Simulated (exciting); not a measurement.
# Ta (Im-3m) in exciting: equation of state

How stiff is Ta in PBEsol, and what volume does it want? The cell is scaled to several volumes.

Everything below comes from runs of exciting (release sodium). Logs are shortened: lines on timing, memory, paths and dates and some standing lists are left out, and cuts for length are marked.

**Experimental background.**

“Pressure effects on the electronic structure and superconductivity of (TaNb)0.67(HfZrTi)0.33 high entropy alloy”, 2019, arxiv:1910.08312 quotes, for a bulk crystal of Ta: bulk modulus 194 GPa.

How close the calculation comes is told below.

### Step 1. The crystal as given

Symmetry: Im-3m, No. 229, cubic system. The conventional cell has a = 3.303 Å, b = 3.303 Å, c = 3.303 Å, α = 90.00°, β = 90.00°, γ = 90.00°. Ta (site symmetry m-3m) has 8 Ta at 2.86 Å as nearest neighbours.

### Step 2. Equation of state, PBEsol, 16.93 Å³/atom (volume scaled by 0.94)

Input file input.xml:

```xml
<input>
  <title>Ta</title>
  <structure speciespath="./" tshift="false">
    <crystal scale="1">
      <basevect>-3.056766081895 3.056766081895 3.056766081895</basevect>
      <basevect>3.056766081895 -3.056766081895 3.056766081895</basevect>
      <basevect>3.056766081895 3.056766081895 -3.056766081895</basevect>
    </crystal>
    <species speciesfile="Ta.xml" rmt="2.3">
      <atom coord="0.000000000000 0.000000000000 0.000000000000"/>
    </species>
  </structure>
  <groundstate do="fromscratch" ngridk="11 11 11" rgkmax="9" gmaxvr="14" lmaxapw="10" lmaxmat="10" lmaxvr="8" xctype="GGA_PBE_SOL" stype="Fermi Dirac" swidth="0.00183747" nempty="12" ValenceRelativity="iora*" epsengy="1e-05" epspot="1e-05" maxscl="60" outputlevel="normal"/>
</input>
```

Potentials or basis: all-electron LAPW+lo, shipped species files, valence relativity iora*.

Launch:

```
$ OMP_NUM_THREADS=1 exciting_smp
```

INFO.OUT:

```text
================================================================================
EXCITING SODIUM started
[... 10 lines left out ...]

 Lattice vectors (cartesian) :
     -3.0567660819      3.0567660819      3.0567660819
      3.0567660819     -3.0567660819      3.0567660819
      3.0567660819      3.0567660819     -3.0567660819

 Reciprocal lattice vectors (cartesian) :
     -0.0000000000      1.0277504295      1.0277504295
      1.0277504295     -0.0000000000      1.0277504295
      1.0277504295      1.0277504295     -0.0000000000

 Unit cell volume                           :     114.2474745040
 Brillouin zone volume                      :       2.1711658356

 Species :    1 (Ta)
     parameters loaded from                 :    Ta.xml
     name                                   :    tantalum
     nuclear charge                         :     -73.00000000
     electronic charge                      :      73.00000000
     atomic mass                            :  329847.84330000
     muffin-tin radius                      :       2.30000000
     # of radial points in muffin-tin       :     450

     atomic positions (lattice) :
       1 :   0.00000000  0.00000000  0.00000000

 Total number of atoms per unit cell        :       1

 Spin treatment                             :    spin-unpolarised

 Number of Bravais lattice symmetries       :      48
 Number of crystal symmetries               :      48

 k-point grid                               :      11   11   11
 Total number of k-points                   :      56
 k-point set is reduced with crystal symmetries

 R^MT_min * |G+k|_max (rgkmax)              :       9.00000000
 Species with R^MT_min                      :       1 (Ta)
 Maximum |G+k| for APW functions            :       3.91304348
 Maximum |G| for potential and density      :      14.00000000

 G-vector grid sizes                        :      24    24    24
 Total number of G-vectors                  :    5281

 Maximum angular momentum used for
     APW functions                          :      10
     computing H and O matrix elements      :      10
     potential and density                  :       8
     inner part of muffin-tin               :       2

 Total nuclear charge                       :     -73.00000000
 Total electronic charge                    :      73.00000000
 Total core charge                          :      46.00000000
 Total valence charge                       :      27.00000000

 Number of empty states                     :      12
 Total number of valence states             :      26

 Maximum Hamiltonian size                   :     162
 Maximum number of plane-waves              :     135
 Total number of local-orbitals             :      27

 Exchange-correlation type                  :      22
[... 23 lines left out ...]
+ SCF iteration number :    1                                                  +
++++++++++++++++++++++++++++++++++++++++++++++++++++++++++++++++++++++++++++++++
 Total energy                               :    -15608.06751842
 _______________________________________________________________
 Fermi energy                               :         0.51463381
 Kinetic energy                             :     17543.36144936
 Coulomb energy                             :    -32838.69598209
 Exchange energy                            :      -307.77679052
 Correlation energy                         :        -4.95619518

 DOS at Fermi energy (states/Ha/cell)       :        16.31272856

 Electron charges :
     core                                   :        46.00000000
     core leakage                           :         0.00000955
     valence                                :        27.00000000
     interstitial                           :         2.77370108
     charge in muffin-tin spheres :
                  atom     1    Ta          :        70.22629892
     total charge in muffin-tins            :        70.22629892
     total charge                           :        73.00000000

++++++++++++++++++++++++++++++++++++++++++++++++++++++++++++++++++++++++++++++++
+ SCF iteration number :    2                                                  +
++++++++++++++++++++++++++++++++++++++++++++++++++++++++++++++++++++++++++++++++
 Total energy                               :    -15617.35766038
 _______________________________________________________________
 Fermi energy                               :         0.51111440
 Kinetic energy                             :     17538.29151239
 Coulomb energy                             :    -32842.73758272
 Exchange energy                            :      -307.95390096
 Correlation energy                         :        -4.95768909

 DOS at Fermi energy (states/Ha/cell)       :        14.20143155

 Electron charges :
     core                                   :        46.00000000
     core leakage                           :         0.00000924
     valence                                :        27.00000000
     interstitial                           :         2.73132037
     charge in muffin-tin spheres :
                  atom     1    Ta          :        70.26867963
     total charge in muffin-tins            :        70.26867963
     total charge                           :        73.00000000

 RMS change in effective potential (target) :  0.347049E-01  ( 0.100000E-04)
 Absolute change in total energy   (target) :   9.29014      ( 0.100000E-04)
 Charge distance                   (target) :  0.168150E-02  ( 0.100000E-04)

++++++++++++++++++++++++++++++++++++++++++++++++++++++++++++++++++++++++++++++++
+ SCF iteration number :    3                                                  +
++++++++++++++++++++++++++++++++++++++++++++++++++++++++++++++++++++++++++++++++
 Total energy                               :    -15620.30393978
 _______________________________________________________________
 Fermi energy                               :         0.50948508
 Kinetic energy                             :     17536.37869906
 Coulomb energy                             :    -32843.71844850
 Exchange energy                            :      -308.00606049
 Correlation energy                         :        -4.95812986

 DOS at Fermi energy (states/Ha/cell)       :        14.84145371

 Electron charges :
     core                                   :        46.00000000
     core leakage                           :         0.00000914
     valence                                :        27.00000000
     interstitial                           :         2.70835107
     charge in muffin-tin spheres :
                  atom     1    Ta          :        70.29164893
     total charge in muffin-tins            :        70.29164893
     total charge                           :        73.00000000
[... 194 lines left out ...]
++++++++++++++++++++++++++++++++++++++++++++++++++++++++++++++++++++++++++++++++
+ SCF iteration number :   11                                                  +
++++++++++++++++++++++++++++++++++++++++++++++++++++++++++++++++++++++++++++++++
 Total energy                               :    -15621.47608717
 _______________________________________________________________
 Fermi energy                               :         0.50830957
 Kinetic energy                             :     17535.10346578
 Coulomb energy                             :    -32843.60136756
 Exchange energy                            :      -308.01995308
 Correlation energy                         :        -4.95823231

 DOS at Fermi energy (states/Ha/cell)       :        17.79611954

 Electron charges :
     core                                   :        46.00000000
     core leakage                           :         0.00000911
     valence                                :        27.00000000
     interstitial                           :         2.68078940
     charge in muffin-tin spheres :
                  atom     1    Ta          :        70.31921060
     total charge in muffin-tins            :        70.31921060
     total charge                           :        73.00000000

 RMS change in effective potential (target) :  0.253427E-08  ( 0.100000E-04)
 Absolute change in total energy   (target) :  0.151746E-05  ( 0.100000E-04)
 Charge distance                   (target) :  0.459137E-09  ( 0.100000E-04)

++++++++++++++++++++++++++++++++++++++++++++++++++++++++++++++++++++++++++++++++
+ SCF iteration number :   12                                                  +
++++++++++++++++++++++++++++++++++++++++++++++++++++++++++++++++++++++++++++++++
 Total energy                               :    -15621.47608531
 _______________________________________________________________
 Fermi energy                               :         0.50830958
 Kinetic energy                             :     17535.10346666
 Coulomb energy                             :    -32843.60136663
 Exchange energy                            :      -308.01995303
 Correlation energy                         :        -4.95823231

 DOS at Fermi energy (states/Ha/cell)       :        17.79611985

 Electron charges :
     core                                   :        46.00000000
     core leakage                           :         0.00000911
     valence                                :        27.00000000
     interstitial                           :         2.68078940
     charge in muffin-tin spheres :
                  atom     1    Ta          :        70.31921060
     total charge in muffin-tins            :        70.31921060
     total charge                           :        73.00000000

 RMS change in effective potential (target) :  0.729737E-08  ( 0.100000E-04)
 Absolute change in total energy   (target) :  0.185992E-05  ( 0.100000E-04)
 Charge distance                   (target) :  0.924935E-09  ( 0.100000E-04)

++++++++++++++++++++++++++++++++++++++++++++++++++++++++++++++++++++++++++++++++
| Convergency criteria checked for the last 2 iterations                       +
| Convergence targets achieved. Performing final SCF iteration                 +
++++++++++++++++++++++++++++++++++++++++++++++++++++++++++++++++++++++++++++++++
 Total energy                               :    -15621.47608745
 _______________________________________________________________
 Fermi energy                               :         0.50830957
 Kinetic energy                             :     17535.10346576
 Coulomb energy                             :    -32843.60136782
 Exchange energy                            :      -308.01995308
 Correlation energy                         :        -4.95823231

 DOS at Fermi energy (states/Ha/cell)       :        17.79611744

 Electron charges :
     core                                   :        46.00000000
     core leakage                           :         0.00000911
     valence                                :        27.00000000
     interstitial                           :         2.68078941
     charge in muffin-tin spheres :
                  atom     1    Ta          :        70.31921059
     total charge in muffin-tins            :        70.31921059
     total charge                           :        73.00000000

++++++++++++++++++++++++++++++++++++++++++++++++++++++++++++++++++++++++++++++++
[... 12 lines left out ...]
| EXCITING SODIUM stopped                                                      =
================================================================================
```

Wall time 30 s (1 thread of Arm Neoverse V1, shared host); peak memory 0.1 GiB.

Results:

| Quantity | Value |
| --- | --- |
| Free energy | -425082.0259 eV |
| Band gap on the k mesh | none (metal or under the smearing width) |
| All electrons inside the program's atomic spheres | Ta 70.32 (radii Ta 2.3 bohr) |

Caveat: the log's total energy holds no entropy term; the free energy is that total less TS from the occupations.

### Step 3. Equation of state, PBEsol, 17.29 Å³/atom (volume scaled by 0.96)

Changes to input.xml since step 2:

```diff
@@ -4,5 +4,5 @@
     <crystal scale="1">
-      <basevect>-3.056766081895 3.056766081895 3.056766081895</basevect>
-      <basevect>3.056766081895 -3.056766081895 3.056766081895</basevect>
-      <basevect>3.056766081895 3.056766081895 -3.056766081895</basevect>
+      <basevect>-3.078293312783 3.078293312783 3.078293312783</basevect>
+      <basevect>3.078293312783 -3.078293312783 3.078293312783</basevect>
+      <basevect>3.078293312783 3.078293312783 -3.078293312783</basevect>
     </crystal>
```

Potentials or basis: all-electron LAPW+lo, shipped species files, valence relativity iora*.

Launch:

```
$ OMP_NUM_THREADS=1 exciting_smp
```

Run time: 28 s. Hardware: 1 thread of Arm Neoverse V1, shared host; peak memory 0.1 GiB.

It converged, with:

```yaml
Free_energy: -425082.0406 eV
Band_gap_on_the_k_mesh: none (metal or under the smearing width)
All_electrons_inside_the_program's_atomic_spheres: Ta 70.29 (radii Ta 2.3 bohr)
```

Caveat: the log's total energy holds no entropy term; the free energy is that total less TS from the occupations.

### Step 4. Equation of state, PBEsol, 17.65 Å³/atom (volume scaled by 0.98)

Changes to input.xml since step 3:

```diff
@@ -4,5 +4,5 @@
     <crystal scale="1">
-      <basevect>-3.078293312783 3.078293312783 3.078293312783</basevect>
-      <basevect>3.078293312783 -3.078293312783 3.078293312783</basevect>
-      <basevect>3.078293312783 3.078293312783 -3.078293312783</basevect>
+      <basevect>-3.099523592864 3.099523592864 3.099523592864</basevect>
+      <basevect>3.099523592864 -3.099523592864 3.099523592864</basevect>
+      <basevect>3.099523592864 3.099523592864 -3.099523592864</basevect>
     </crystal>
```

Launch:

```
$ OMP_NUM_THREADS=1 exciting_smp
```

It took 31 s on 1 thread of Arm Neoverse V1, shared host; peak memory 0.1 GiB.

Results (log left out):

| Quantity | Value |
| --- | --- |
| Free energy | -425082.0447 eV |
| Band gap on the k mesh | none (metal or under the smearing width) |
| All electrons inside the program's atomic spheres | Ta 70.26 (radii Ta 2.3 bohr) |

Caveat: the log's total energy holds no entropy term; the free energy is that total less TS from the occupations.

### Step 5. Equation of state, PBEsol, 18.01 Å³/atom

Changes to input.xml since step 4:

```diff
@@ -4,5 +4,5 @@
     <crystal scale="1">
-      <basevect>-3.099523592864 3.099523592864 3.099523592864</basevect>
-      <basevect>3.099523592864 -3.099523592864 3.099523592864</basevect>
-      <basevect>3.099523592864 3.099523592864 -3.099523592864</basevect>
+      <basevect>-3.120466955072 3.120466955072 3.120466955072</basevect>
+      <basevect>3.120466955072 -3.120466955072 3.120466955072</basevect>
+      <basevect>3.120466955072 3.120466955072 -3.120466955072</basevect>
     </crystal>
```

Launch:

```
$ OMP_NUM_THREADS=1 exciting_smp
```

It took 28 s on 1 thread of Arm Neoverse V1, shared host; peak memory 0.1 GiB.

It converged, with:

| Property | Result |
| --- | --- |
| Free energy | -425082.0393 eV |
| Band gap on the k mesh | none (metal or under the smearing width) |
| All electrons inside the program's atomic spheres | Ta 70.23 (radii Ta 2.3 bohr) |

Caveat: the log's total energy holds no entropy term; the free energy is that total less TS from the occupations.

(Part 1 of 2 ends here.)
